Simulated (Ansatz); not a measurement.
# HgTe: pressure against volume

HgTe, F-43m, a = 6.653 Å. Ansatz: PBE, PAW, 420 eV, Γ-centred 12×12×12 mesh on 2 atoms, Gaussian smearing 0.10 eV; no spin polarisation. Symmetry fixes shape and atoms, so the cell is only scaled; pressure is positive in compression.

| V (Å³/atom) | P (GPa) |
| --- | --- |
| 32.390 | 6.02 |
| 33.494 | 4.06 |
| 34.598 | 2.44 |
| 35.702 | ? |
| 36.807 | -0.03 |
| 37.911 | -0.97 |
| 39.015 | -1.74 |
| 40.487 | -2.56 |

Question: Take V0 = 36.807 Å³/atom, count pressures from its P0 = -0.03 GPa, fit the third-order Birch–Murnaghan form to the other rows, and predict the missing pressure.

Answer: With the Eulerian strain f = ½[(V0/V)^(2/3) − 1] and y = (P − P0)/[3f(1 + 2f)^(5/2)], the form is the line y = B0 + 1.5 B0 (B0′ − 4) f. Rows (f, y): 0.04448, 36.6; 0.03245, 35.9; 0.02106, 35.3; -0.00975, 33.8; -0.01905, 33.0; -0.03078, 32.1. Means f = 0.006402, y = 34.450; Σ(Δf)² = 0.004634, ΣΔfΔy = 0.2669; the slope is their ratio. y = 34.08 + 57.59 f GPa, so B0 = 34.1 GPa and B0′ = 4 + 2 × (57.59)/(3 × 34.08) = 5.13. At V = 35.702, f = 0.01026, y = 34.67 and P = 1.09 GPa. The run gave 1.09 GPa, the same to the digits shown.

Spin–orbit coupling is left out, which can shift energies with elements as heavy as these.